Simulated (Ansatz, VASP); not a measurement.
TiO2 (Anatase) in VASP and in Ansatz

```
Ti O
1.0
    -1.89961    1.89961    4.84851
     1.89961   -1.89961    4.84851
     1.89961    1.89961   -4.84851
Ti O
2 4
Direct
  0.00000 0.00000 0.00000
  0.75000 0.25000 0.50000
  0.20649 0.20649 0.00000
  0.95649 0.45649 0.50000
  0.54351 0.04351 0.50000
  0.79351 0.79351 0.00000
```

Alike in both runs: functional PBE; k mesh 10 × 10 × 10; occupations gaussian, width 0.02 eV; no spin polarisation.

Ansatz relaxed the structure, and its values are those at the end. VASP's run is a single point on that final structure, the one shown.

|  | VASP | Ansatz |
| --- | --- | --- |
| version | VASP 6.6.1 | Ansatz 0.2.0 |
| potentials or method | VASP PAW PBE potentials, release 64 (Ti_sv, O) | scalar-relativistic, plane waves, PAW |
| plane-wave cutoff (eV) | 520 | 420 |
| valence electrons in the cell | 48 | 48 |

VASP gave:

```
gap on the k mesh at the Fermi level (eV) : 2.11
least direct gap on the mesh (eV)         : 2.41
pressure (GPa)                            : 0.7
rms of the force components (eV/Å)        : 0.009
```

Q: What did Ansatz give for the same quantities?

A: gap on the k mesh at the Fermi level (eV): 2.13; least direct gap on the mesh (eV): 2.43; pressure (GPa): 0.0; rms of the force components (eV/Å): 0.000.

The functional is the same, so the differences come from potentials, cutoffs and numerics.

A k mesh can miss the band edges.
